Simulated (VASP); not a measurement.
W, 1 atom in the cell. It takes space group Im-3m (No. 229, cubic). Conventional cell: a = 3.165 Å, b = 3.165 Å, c = 3.165 Å, α = 90.00°, β = 90.00°, γ = 90.00°. W (site symmetry m-3m) has 8 W at 2.74 Å as nearest neighbours. 

```yaml
Program: VASP 6.6.1
Task: single point
Functional: LDA
Potentials_or_basis: VASP PAW LDA potentials, release 64 (W_sv)
Cutoff: 520 eV
k_mesh: 12 × 12 × 12
Occupations: fermi-dirac, width 0.05 eV
Spin: no spin polarisation
Hubbard_terms: W d U = 2 eV
Further_INCAR_settings: ALGO = Fast; EDIFF = 1e-07; NBANDS = 13
```

Potentials or basis: VASP PAW LDA potentials, release 64 (W_sv).

Run with:

```console
$ cat potpaw_LDA.64/W_sv/POTCAR > POTCAR
$ mpirun -np 1 vasp_std > vasp.out
```

Hardware: 1 thread of Intel(R) Xeon(R) Platinum 8488C (Sapphire Rapids) (shared host).

Task: Estimate the wall time of this run.

Result: Run time: 9.3 s on 1 thread of Intel(R) Xeon(R) Platinum 8488C (Sapphire Rapids) (shared host), peak memory 0.12 GiB. Counts: scf iterations 14, k points 72.
